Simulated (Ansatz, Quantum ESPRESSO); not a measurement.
# Evanescent states of CaS, rock salt type, lattice constant set to 5.624 Å, part 4 of 4

Aim: how fast states decay in the gap of CaS, rock salt type, lattice constant set to 5.624 Å.

Quantum ESPRESSO 7.5; plane-wave DFT, LDA, GBRV ultrasoft pseudopotentials; cross-check by Ansatz 0.2.0 with PAW datasets.

So far. Step 2 (Ground state): The run needed 11 iterations to bring the estimated error under 1e-09 Ry.

## 5. Cross-check with Ansatz

A second code with its own PAW datasets, on the same atoms.

Level of this step: plane-wave DFT, LDA, Ansatz PAW (Ansatz 0.2.0).

input.yaml reads:

```yaml
crystal:
  lattice:
    - [3.9767685374, 0.0, 0.0]
    - [0.0, 3.9767685374, 0.0]
    - [0.0, 0.0, 5.624]
  atoms:
    - { symbol: Ca, position: [0.0, 0.0, 0.0] }
    - { symbol: S, position: [0.5, 0.5, 0.0] }
    - { symbol: Ca, position: [0.5, 0.5, 0.5] }
    - { symbol: S, position: [0.0, 0.0, 0.5] }
kpoints:
  mp_grid: { grid: [6, 6, 6] }
hamiltonian:
  xc: lda
scf:
  occupations: { method: fixed }
  convergence: { dr2_threshold: 1.0e-09 }
output:
  transmission:
    leads: [[0, 0]]
    kpoints: [[0, 0], [0.5, 0], [0.5, 0.5], [0.25, 0]]
    e_range: [-1.92, 7.44]
    de: 0.24
```

Launch:

```console
ansatz run input.yaml --threads 2 --pin off --max-ram 4096MiB --backend cpu --events-out ev --progress --plain --runs-dir out
```

Numbers of over 12 decimals in the logs are rounded to 6 here.

Log:

```text
Engine: ansatz 0.2.0, x86_64-unknown-linux-gnu
Pseudopotentials: kind: paw
Pseudopotential: Ca, paw, valence charge 10, recommended cutoff 420 eV (normal), Ca.paw.azcp
Pseudopotential: S, paw, valence charge 6, recommended cutoff 420 eV (normal), S.paw.azcp
Functional definition: SPW92
  exchange = slater_x
  correlation = pw_c
Crystal: 4 atoms, lattice volume = 88.942 Å³
Basis set: ecut = 420 eV, 1739 PW (Γ)
Bands: 20, of which v1, the nominal top of the filled ones, is band 16 counted from 1 (15 counted from 0)
Symmetry: 32 space group operations
Space group: Fm-3m (ITA 225), of the structure as read, at distance tolerance 4.5e-5 Å
k-points: 40 of 216
Non-local potential: Ca, projectors of the file, l = 0: 3, l = 1: 2, l = 2: 2
Non-local potential: S, projectors of the file, l = 0: 2, l = 1: 2, l = 2: 2
PAW form: soft (Blöchl's): semilocal exchange-correlation on the pseudo side does not see the compensation charge
PAW frozen core: Ca, regenerated for the run's functional, and the local potential with it (the file was generated under x = pbe(κ = 0.804, μ = 0.219515), c = pbe(β = 0.066725))
PAW frozen core: S, regenerated for the run's functional, and the local potential with it (the file was generated under x = pbe(κ = 0.804, μ = 0.219515), c = pbe(β = 0.066725))
PAW one-centre angular grid: Ca, 110 points (default); XC on 64 Gauss nodes
PAW one-centre angular grid: S, 110 points (default); XC on 64 Gauss nodes
Initial density: superposition of atomic densities (neutral atoms: chi_scale 0, normalization atom), corrected by the library's trained network
Initial wavefunctions: pseudopotential atomic-orbital guess
Functional: x = slater, c = lda
SCF iter   1: F=—  HF=-5293.390800 eV  |F-HF|=—  |Δ(HF+E_count)|=         —  Δρ=5.80e-3  dr2=2.98e-2  ethr=1.77e-3  ⟨swp⟩=4.4  Hψ=3456  notcnv=0  defer=62
preconditioner: auto → Resta (q_TF=auto, 2.301 Å⁻¹)  ε∞=2.8  [insulator: Δε(μ)=1.972 eV  Ē_g=15.389 eV  n_scr=20 (ndim 8)  ℏωp=20.8 eV  f_vac=0.000  ε∞_Penn≈2.8]
SCF iter   2: F=—  HF=-5293.383538 eV  |F-HF|=—  |Δ(HF+E_count)|=   7.26e-3  Δρ=3.06e-3  dr2=6.41e-3  ethr=9.30e-5  ⟨swp⟩=2.6  Hψ=1431  notcnv=0  defer=76
SCF iter   3: F=—  HF=-5293.381934 eV  |F-HF|=—  |Δ(HF+E_count)|=   1.60e-3  Δρ=4.38e-4  dr2=1.03e-4  ethr=2.00e-5  ⟨swp⟩=2.1  Hψ=1128  notcnv=0  defer=76
SCF iter   4: F=—  HF=-5293.381938 eV  |F-HF|=—  |Δ(HF+E_count)|=   3.83e-6  Δρ=4.82e-5  dr2=2.31e-6  ethr=3.21e-7  ⟨swp⟩=1.5  Hψ=850  notcnv=0  defer=45
SCF iter   5: F=—  HF=-5293.381938 eV  |F-HF|=—  |Δ(HF+E_count)|=   6.52e-7  Δρ=1.97e-5  dr2=5.53e-7  ethr=7.21e-9  ⟨swp⟩=2.6  Hψ=1386  notcnv=0  defer=28
SCF iter   6: F=—  HF=-5293.381938 eV  |F-HF|=—  |Δ(HF+E_count)|=   1.68e-7  Δρ=2.93e-6  dr2=6.16e-9  ethr=1.73e-9  ⟨swp⟩=2.0  Hψ=1129  notcnv=0  defer=28
SCF iter   7: F=-5293.381938 eV  HF=-5293.381938 eV  |F-HF|=7.19e-11  |Δ(HF+E_count)|=   2.03e-9  Δρ=6.06e-7  dr2=2.77e-10  ethr=3.13e-12  ⟨swp⟩=7.2  Hψ=3666  notcnv=0
SCF 1 converged in 7 iterations: F = -5293.381938 eV  dr2 = 2.77e-10
  greatest PAW one-centre occupation: 0.996 electrons in one spin orbital (limit 2), on the Ca atom at site 2 (counted from 0), in its partial waves of l = 0
transmission: 9 of 36 steps passed
transmission: 18 of 36 steps passed
transmission: 27 of 36 steps passed
transmission: 36 of 36 steps passed
SCF converged after 7 iterations
Free energy (F): -5293.381938 eV
Harris-Foulkes:  -5293.381938 eV  (|F-HF|=7.19e-11)
Internal energy: -5293.381938 eV  (E = F + TS)
E sigma→0 (E₀):  -5293.381938 eV
Fermi energy:    6.138623 eV
--- Per-component energies (eV) ---
  E_band       = -260.490651
  E_kinetic    = 773.595152
  E_local      = -1620.928345  (includes V_loc(G=0)·N_el)
  E_nonlocal   = 192.285267
  E_hartree    = 528.717952
  E_xc         = -466.405039
  E_vxc        = -519.994186  (∫ρ·V_xc dr)
  E_paw        = -2770.192316  (= ΣΔE_a)
  E_vpaw       = -142.884345  (= ΣTr[D̂ρ^β])
  E_aug_tail   = -0.000008  (compensation charges beyond the density's cutoff)
  E_ewald      = -1931.327328
  E_core_change = 0.872727  (= ΣΔE_core)
  E_smearing   = -0.000000  (= −TS)
  E_closure    = 0.000000  (closes the sum)
  Σ components = -5293.381938   (vs F -5293.381938, Δ=0.00e0)
--- Band table (eV; the first three rows and the last of 40) ---
  k-point 0: bands = [... 12 lower, 5.2913, 6.1386, 6.1386, 6.1386, 8.1981, 10.0929, 10.0929, 10.0929]
  k-point 1: bands = [... 12 lower, 5.3178, 5.6208, 6.0297, 6.0297, 8.2915, 9.9100, 10.3769, 10.3769]
  k-point 2: bands = [... 12 lower, 5.4051, 5.4051, 5.7943, 5.7943, 8.5625, 9.4738, 10.8430, 10.9656]
  k-point 39: bands = [... 12 lower, 4.2438, 4.2438, 4.4680, 4.4680, 10.8199, 10.8199, 10.8199, 10.8199]
--- Transmission ---
  basis      : 137 plane waves across, 9 finite elements along
  points     : 4, as listed
  energies   : 40 from -1.920000 to 7.440000 eV about the Fermi level, 0.240000 eV apart; the leads are filled to 1.029753 eV, and channels, transmission and decay are at 0.960000 eV
  crystal 0  : Ca2S2, at the sites [0, 0], period 5.6240 Å: whole cells are its period
    offset         : up to 0.0000 Å between an atom of the period and one for which it stands
    channels       : 0.000000e0 a spin
    conductance    : none, the energies end too early or step too widely for 300 K: set another output.transmission.e_range or a lower de, or, where they end at an eighth of basis.ecutwfc, a higher one
    slowest decay  : 0.1914 /Å at (0.0000, 0.0000)
```

Wall time 24 s (2 threads of Intel Xeon Platinum 8488C (Sapphire Rapids), shared host); peak memory 0.46 GiB.

Read from the output:

```
free energy                                      : -5293.3819 eV
symmetry operations                              : 32
slowest decay at the grid energy nearest mid-gap : 0.1914 Å⁻¹
peak of the smallest κ at the zone centre        : 0.2192 Å⁻¹
peak of the smallest κ at (1/2, 0)               : 0.5481 Å⁻¹
peak of the smallest κ at (1/2, 1/2)             : 0.2633 Å⁻¹
peak of the smallest κ at (1/4, 0)               : 0.3831 Å⁻¹
valence top, on the run's zero                   : 6.139 eV
```

K across = (0, 0) in the cell's reciprocal vectors; values within 0.0025 1/Å of each other count once, columns are sorted by size at each energy, a dash where no further value was kept. The Im kz of the slowest decaying states by energy, zero at the highest filled level of the SCF mesh:

| energy (eV) | decay 1 (Å⁻¹) | decay 2 (Å⁻¹) | decay 3 (Å⁻¹) |
| --- | --- | --- | --- |
| -1.92 | 0.357 | 0.861 | 1.12 |
| -1.68 | 0.396 | 0.811 | 1.09 |
| -1.20 | 0.443 | 0.674 | 1.02 |
| -0.96 | 0.435 | 0.458 | 0.673 |
| -0.72 | 0.469 | 0.800 | 0.951 |
| -0.24 | 0.483 | 0.871 | 0.876 |
| 0.00 | 0.00282 | 0.488 | 0.827 |
| 0.24 | 0.110 | 0.240 | 0.490 |
| 0.72 | 0.174 | 0.352 | 0.491 |
| 0.96 | 0.191 | 0.376 | 0.490 |
| 1.20 | 0.204 | 0.389 | 0.487 |
| 1.68 | 0.217 | 0.369 | 0.395 |
| 1.92 | 0.219 | 0.226 | 0.389 |
| 2.16 | 0.219 | 0.379 | 0.467 |
| 2.64 | 0.209 | 0.344 | 0.451 |
| 2.88 | 0.201 | 0.320 | 0.441 |
| 3.36 | 0.173 | 0.249 | 0.418 |
| 3.60 | 0.151 | 0.197 | 0.405 |
| 3.84 | 0.114 | 0.119 | 0.391 |
| 4.32 | 0.194 | 0.240 | 0.357 |
| 4.56 | 0.0691 | 0.199 | 0.297 |
| 4.80 | 0.315 | 0.337 | 0.726 |
| 5.28 | 0.259 | 0.392 | 0.674 |
| 5.52 | 0.221 | 0.411 | 0.644 |
| 5.76 | 0.164 | 0.320 | 0.425 |
| 6.24 | 0.145 | 0.444 | 0.511 |
| 6.48 | 0.161 | 0.450 | 0.456 |
| 6.72 | 0.145 | 0.334 | 0.453 |
| 7.20 | 0.300 | 0.330 | 0.453 |
| 7.44 | 0.334 | 0.354 | 0.450 |

K across = (0, 0) in the cell's reciprocal vectors. Re kz of states that move upwards against energy, zero at the highest filled level of the SCF mesh:

| energy (eV) | channel 1 (Å⁻¹) | channel 2 (Å⁻¹) | channel 3 (Å⁻¹) | channel 4 (Å⁻¹) | channel 5 (Å⁻¹) |
| --- | --- | --- | --- | --- | --- |
| -1.92 | -0.498 | - | - | - | - |
| -1.44 | -0.377 | - | - | - | - |
| -1.20 | -0.326 | - | - | - | - |
| -0.72 | -0.228 | 0.392 | 0.392 | - | - |
| -0.48 | -0.478 | -0.478 | -0.178 | - | - |
| 0.00 | - | - | - | - | - |
| 0.24 | - | - | - | - | - |
| 0.72 | - | - | - | - | - |
| 0.96 | - | - | - | - | - |
| 1.44 | - | - | - | - | - |
| 1.92 | - | - | - | - | - |
| 2.16 | 0.193 | - | - | - | - |
| 2.64 | 0.475 | - | - | - | - |
| 2.88 | -0.543 | - | - | - | - |
| 3.36 | -0.363 | - | - | - | - |
| 3.60 | -0.267 | - | - | - | - |
| 4.08 | 0.122 | 0.122 | - | - | - |
| 4.56 | 0.280 | 0.280 | 0.296 | - | - |
| 4.80 | 0.105 | 0.338 | 0.338 | 0.345 | 0.418 |
| 5.28 | -0.505 | -0.369 | 0.194 | 0.443 | 0.443 |
| 5.52 | -0.415 | -0.0546 | 0.226 | 0.494 | 0.494 |
| 6.00 | -0.514 | -0.514 | 0.284 | - | - |
| 6.24 | -0.449 | -0.449 | 0.311 | - | - |
| 6.72 | -0.191 | -0.191 | 0.363 | - | - |
| 6.96 | 0.156 | 0.389 | - | - | - |
| 7.44 | 0.270 | 0.439 | - | - | - |

K across = (1/2, 0) in the cell's reciprocal vectors; values within 0.0025 1/Å of each other count once, columns are sorted by size at each energy, a dash where no further value was kept. The Im kz of the slowest decaying states by energy, zero at the highest filled level of the SCF mesh:

| energy (eV) | decay 1 (Å⁻¹) | decay 2 (Å⁻¹) | decay 3 (Å⁻¹) |
| --- | --- | --- | --- |
| -1.92 | 0.232 | 0.697 | 0.719 |
| -1.44 | 0.450 | 0.571 | - |
| -0.96 | 0.447 | 0.465 | - |
| -0.48 | 0.512 | 0.610 | - |
| -0.24 | 0.528 | 0.641 | 1.48 |
| 0.00 | 0.539 | 0.660 | 1.45 |
| 0.24 | 0.545 | 0.672 | 1.43 |
| 0.72 | 0.548 | 0.681 | 1.37 |
| 1.20 | 0.542 | 0.677 | 1.32 |
| 1.68 | 0.528 | 0.662 | 1.26 |
| 2.16 | 0.507 | 0.639 | 1.20 |
| 2.64 | 0.478 | 0.608 | 1.14 |
| 2.88 | 0.461 | 0.589 | 1.10 |
| 3.36 | 0.417 | 0.545 | 1.03 |
| 3.84 | 0.358 | 0.489 | 0.954 |
| 4.32 | 0.272 | 0.417 | 0.866 |
| 4.80 | 0.0706 | 0.315 | 0.761 |
| 5.28 | 0.0792 | 0.108 | 0.133 |
| 5.76 | 0.142 | 0.379 | 1.36 |
| 6.00 | 0.0482 | 1.32 | 1.41 |
| 6.48 | 0.176 | 0.451 | 1.25 |
| 6.96 | 0.227 | 0.532 | 1.16 |
| 7.44 | 0.219 | 0.236 | 0.566 |

K across = (1/2, 1/2) in the cell's reciprocal vectors; values within 0.0025 1/Å of each other count once, columns are sorted by size at each energy, a dash where no further value was kept. Im kz of the slowest decaying states against energy, zero at the highest filled level of the SCF mesh:

| energy (eV) | decay 1 (Å⁻¹) | decay 2 (Å⁻¹) | decay 3 (Å⁻¹) |
| --- | --- | --- | --- |
| -1.92 | 0.202 | 1.15 | - |
| -1.44 | 1.16 | - | - |
| -0.96 | 1.16 | - | - |
| -0.48 | 0.196 | 0.200 | 1.16 |
| -0.24 | 0.232 | 0.244 | 1.16 |
| 0.00 | 0.252 | 0.274 | 1.15 |
| 0.24 | 0.262 | 0.297 | 1.15 |
| 0.72 | 0.258 | 0.326 | 1.13 |
| 1.20 | 0.227 | 0.342 | 1.12 |
| 1.68 | 0.162 | 0.348 | 1.09 |
| 2.16 | 0.347 | 1.07 | 1.21 |
| 2.64 | 0.340 | 1.04 | 1.15 |
| 2.88 | 0.334 | 1.03 | 1.11 |
| 3.36 | 0.318 | 0.998 | 1.03 |
| 3.84 | 0.295 | 0.936 | 0.963 |
| 4.32 | 0.263 | 0.828 | 0.923 |
| 4.80 | 0.220 | 0.691 | 0.878 |
| 5.28 | 0.147 | 0.496 | 0.827 |
| 5.76 | 0.151 | 0.768 | 1.15 |
| 6.00 | 0.135 | 0.734 | 1.08 |
| 6.48 | 0.655 | 0.876 | 1.41 |
| 6.96 | 0.196 | 0.273 | 0.541 |
| 7.44 | 0.395 | 0.484 | 0.953 |

K across = (1/4, 0) in the cell's reciprocal vectors; values within 0.0025 1/Å of each other count once, columns are sorted by size at each energy, a dash where no further value was kept. Im kz of the slowest decaying states against energy, zero at the highest filled level of the SCF mesh:

| energy (eV) | decay 1 (Å⁻¹) | decay 2 (Å⁻¹) | decay 3 (Å⁻¹) |
| --- | --- | --- | --- |
| -1.92 | 0.783 | 0.805 | 1.25 |
| -1.68 | 0.718 | 0.766 | 1.21 |
| -1.44 | 0.0539 | 0.631 | 0.736 |
| -1.20 | 0.176 | 0.484 | 0.725 |
| -0.96 | 0.234 | 0.647 | 0.730 |
| -0.72 | 0.274 | 0.663 | 0.731 |
| -0.48 | 0.0466 | 0.244 | 0.303 |
| -0.24 | 0.233 | 0.324 | 0.366 |
| 0.00 | 0.321 | 0.428 | 0.577 |
| 0.24 | 0.347 | 0.465 | 0.567 |
| 0.72 | 0.375 | 0.501 | 0.551 |
| 0.96 | 0.381 | 0.508 | 0.543 |
| 1.20 | 0.383 | 0.510 | 0.535 |
| 1.44 | 0.382 | 0.507 | 0.527 |
| 1.68 | 0.377 | 0.501 | 0.517 |
| 1.92 | 0.370 | 0.491 | 0.505 |
| 2.16 | 0.36 | 0.477 | 0.492 |
| 2.40 | 0.347 | 0.461 | 0.475 |
| 2.64 | 0.331 | 0.441 | 0.453 |
| 2.88 | 0.311 | 0.417 | 0.420 |
| 3.12 | 0.287 | 0.362 | 0.389 |
| 3.36 | 0.225 | 0.257 | 0.355 |
| 3.60 | 0.218 | 0.315 | 0.526 |
| 3.84 | 0.161 | 0.264 | 0.509 |
| 4.08 | 0.194 | 0.492 | 0.681 |
| 4.32 | 0.0553 | 0.0846 | 0.139 |
| 4.56 | 0.0716 | 0.152 | 0.452 |
| 4.80 | 0.427 | 0.602 | 0.627 |
| 5.28 | 0.364 | 0.439 | 0.533 |
| 5.52 | 0.322 | 0.429 | 0.489 |
| 5.76 | 0.269 | 0.401 | 0.428 |
| 6.00 | 0.173 | 0.188 | 0.340 |
| 6.24 | 0.246 | 0.416 | - |
| 6.48 | 0.0801 | 0.121 | 0.467 |
| 6.72 | 0.222 | 0.242 | 0.258 |
| 6.96 | 0.0528 | 0.281 | 0.288 |
| 7.20 | 0.0668 | 0.310 | 0.514 |
| 7.44 | 0.319 | 0.326 | 0.553 |

## 6. A check by hand

T falls as exp(−2κd). With κ = 0.195 1/Å, 10 Å of barrier pass exp(−2 × 0.195 × 10) = 0.020 of that channel, interfaces aside.

## 7. Outcome

```json
{
  "gap on the SCF mesh": "2.06 eV",
  "smallest κ at mid-gap among the four k points, at the zone centre": "0.195 Å⁻¹",
  "peak of the smallest κ in the stop band at the zone centre": "0.219 Å⁻¹",
  "peak of the smallest κ in the stop band at (1/2, 0)": "0.548 Å⁻¹",
  "peak of the smallest κ in the stop band at (1/2, 1/2)": "0.263 Å⁻¹",
  "peak of the smallest κ in the stop band at (1/4, 0)": "0.383 Å⁻¹",
  "energy of the peak at the zone centre, over the highest filled level": "1.92 eV",
  "peak at the zone centre by Ansatz": "0.219 Å⁻¹"
}
```

With a gap of 2.06 eV on the mesh, the smallest κ at mid-gap among the four k points, at the zone centre is 0.195 Å⁻¹ (LDA, GBRV ultrasoft). For a barrier with the Fermi level at mid-gap the slowest state found, at the zone centre, loses a factor of ten in probability every 5.9 Å or so. Stop bands away from the zone centre are mostly wider than the gap, so their peaks can lie above the conduction bottom. At the zone centre pwcond's peak is 0.219 and Ansatz's 0.219 1/Å, 0 % apart. The cell is the a/√2 one, turned by 45°, with two primitive cells, so X along [001] folds onto kz = 0. A semilocal gap is too small, often by a third to a half and by more in narrow-gap crystals, so real barriers decay faster.

[Logs are printed without paths, hosts, clocks, repeated set-up lines and the standing remarks that a program may print on its own settings, such as how far it seeks lower states.]

[Hosts, paths, dates, database ids (printed as entryN), source tags and the programs' standing remarks are cut or masked in the printed files.]

[Maps of the electrostatic potential energy from Ansatz leave out the sawtooth potential of an applied field or a dipole correction, so their vacuum need not be flat; planar profiles and work functions include it.]
